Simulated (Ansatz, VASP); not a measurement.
Given: the input of a run of Ansatz 0.2.0 on Mo.

input.yaml

```yaml
crystal:
  lattice:
    - [0.0, 2.015, 2.015]
    - [2.015, 0.0, 2.015]
    - [2.015, 2.015, 0.0]
  atoms:
    - { symbol: Mo, position: [0.0, 0.0, 0.0] }
kpoints:
  mp_grid: { grid: [8, 8, 8] }
scf:
  occupations: { method: fermi_dirac, width: 0.05 }
hamiltonian:
  xc: blyp
  pseudopotentials: { kind: all_electron, lapw: { basis_error: 0.001 } }
magnetization:
  noncollinear: true
  spin_orbit: true
output:
  forces: true
  stress: true
  eigenvalues: true
```

Potentials or basis: all-electron LAPW, relativistic spinors.

Run with:

```bash
$ ansatz run input.yaml --threads 1 --pin off --max-ram 2560MiB --backend cpu --events-out ev --progress --plain --runs-dir out
```

Question: Set up the same calculation for VASP 6.6.1. Potentials there: VASP PAW PBE potentials, release 64 (Mo_sv).

Answer: As run (the cutoff follows the program's own potentials):

File INCAR:

```
SYSTEM = Mo
PREC     = Accurate       ! precision mode
ENCUT    = 520            ! plane-wave cutoff, eV
EDIFF    = 1E-6           ! SCF threshold, eV
ISMEAR   = -1             ! smearing method
SIGMA    = 0.05           ! smearing width, eV
LREAL    = .False.        ! projectors in reciprocal space
LASPH    = .True.         ! aspherical terms in the spheres
NELM     = 150            ! most SCF steps
ALGO     = Normal         ! electronic algorithm
ISIF     = 2              ! what is computed and relaxed
LWAVE    = .False.        ! write WAVECAR
LCHARG   = .True.         ! write CHGCAR
LNONCOLLINEAR= .True.         ! non-collinear magnetism
MAGMOM   = 0 0 0          ! initial moments
LORBIT   = 11             ! projections on sites
LSORBIT  = .True.         ! spin-orbit coupling
GGA_COMPAT= .False.      
LORBMOM  = .True.       
LMAXMIX  = 4              ! l up to which the mixer works
GGA      = B5             ! functional
ALDAX    = 1.0          
AGGAX    = 1.0          
AGGAC    = 1.0          
ALDAC    = 0.0          
LVHAR    = .True.       
NBANDS   = 25             ! bands
```

File KPOINTS:

```
regular mesh
0
Gamma
  8 8 8
  0 0 0
```

POSCAR

```
Mo
1.0
    0.0000000000      2.0150000000      2.0150000000
    2.0150000000      0.0000000000      2.0150000000
    2.0150000000      2.0150000000      0.0000000000
Mo
1
Direct
    0.0000000000      0.0000000000      0.0000000000
```

Potentials or basis: VASP PAW PBE potentials, release 64 (Mo_sv).

Run with:

```sh
$ cat potpaw_PBE.64/Mo_sv/POTCAR > POTCAR
$ mpirun -np 1 vasp_ncl > vasp.out
```

Both were run:

|  | VASP | Ansatz | Ansatz less VASP |
| --- | --- | --- | --- |
| gap on the k mesh at the Fermi level (eV) | none | none | - |
| pressure (GPa) | 4.7 | 4.0 | -0.66 |
| net moment per atom (μB) | 0.00 | 0.00 | 0.000 |

A gap of «none» marks a metal or a gap that the smearing closes. Ansatz ran all-electron here, so the differences hold the error of VASP's frozen core and of both bases.

Caveats: the PAW data sets were made with another functional, which shifts forces and pressure a little (VASP); the k mesh is thin for a metal, which can move the energy by tens of meV per atom (Ansatz).
